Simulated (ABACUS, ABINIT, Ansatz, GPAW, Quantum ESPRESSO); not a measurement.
**Te2Mo: 6 runs at one level of theory**

```
Te Mo
1.0
     3.51820    0.00000    0.00000
    -1.75910    3.04685    0.00000
     0.00000    0.00000   13.97360
Te Mo
4 2
Direct
  0.66667 0.33333 0.37900
  0.33333 0.66667 0.87900
  0.66667 0.33333 0.12100
  0.33333 0.66667 0.62100
  0.66667 0.33333 0.75000
  0.33333 0.66667 0.25000
```

Alike in all runs: task single point; functional PBE; k mesh 9 × 9 × 2; occupations fermi-dirac, width 0.05 eV; no spin polarisation; no spin-orbit coupling. Pressure is positive in compression and, in plane waves, holds the error of the finite cutoff, which Ansatz's Pulay term estimates and takes out.

| program and potentials | plane-wave cutoff (eV) | notes | pressure (GPa) | largest force (eV/Å) |
| --- | --- | --- | --- | --- |
| ABACUS, PseudoDojo NC SR 0.4.1 PBE standard, plane waves | 1129 | 15.33 valence electrons an atom on average | 3.38 | 0.251 |
| Ansatz, all-electron LAPW, scalar-relativistic | - | - | 2.93 | 0.174 |
| GPAW, GPAW PAW data sets (gpaw-data 1.2.1) | 600 | 8.67 valence electrons an atom on average | 2.30 | 0.104 |
| ABINIT, JTH PAW PBE v2.0 | 408 | 8.67 valence electrons an atom on average | 3.81 | 0.299 |
| Ansatz, Ansatz PAW (earlier soft set) | 420 | 15.33 valence electrons an atom on average; Pulay term of +0.03 GPa included | 2.93 | 0.174 |
| Quantum ESPRESSO, SSSP 1.3 efficiency PBE | 816 | 8.67 valence electrons an atom on average | 3.80 | 0.299 |

Force on atom 1 (Te), eV/Å:

| program and potentials | x | y | z |
| --- | --- | --- | --- |
| ABACUS, PseudoDojo NC SR 0.4.1 PBE standard, plane waves | 0.000 | 0.000 | 0.251 |
| Ansatz, all-electron LAPW, scalar-relativistic | 0.000 | 0.000 | 0.174 |
| GPAW, GPAW PAW data sets (gpaw-data 1.2.1) | 0.000 | 0.000 | 0.103 |
| ABINIT, JTH PAW PBE v2.0 | 0.000 | 0.000 | 0.299 |
| Ansatz, Ansatz PAW (earlier soft set) | 0.000 | 0.000 | 0.174 |
| Quantum ESPRESSO, SSSP 1.3 efficiency PBE | 0.000 | 0.000 | 0.299 |

The pressure spans 2.30 (GPAW, GPAW PAW data sets (gpaw-data 1.2.1)) to 3.81 GPa (ABINIT, JTH PAW PBE v2.0), with all-electron results at 2.93.

The functional is the same throughout but for its coding, so the spread measures potentials, basis and numerics; runs on potential files found faulty are left out.

All six runs agree in sign: the cell is under compression, and the force on Te points away from its Mo plane, so at this fixed cell the Te–Mo–Te sandwich would thicken. The threefold axis through each atom leaves only this z coordinate free. The outward push suggests that the covalent Mo 4d–Te 5p bonds are shorter than PBE prefers, in keeping with its usual underbinding. Missing van der Waals attraction between the layers may add to the pressure, but a single scalar pressure can't separate the two.

Pressure and force rise together across the potentials, which suggests that they differ mainly in the Mo–Te bond length they favour. Treating the Te 4d shell as core does not by itself set the direction of the error: the sets with 8.67 valence electrons an atom lie on both sides of the all-electron result. The close match of ABINIT and Quantum ESPRESSO is therefore no sign of accuracy, as both lie well above that reference.
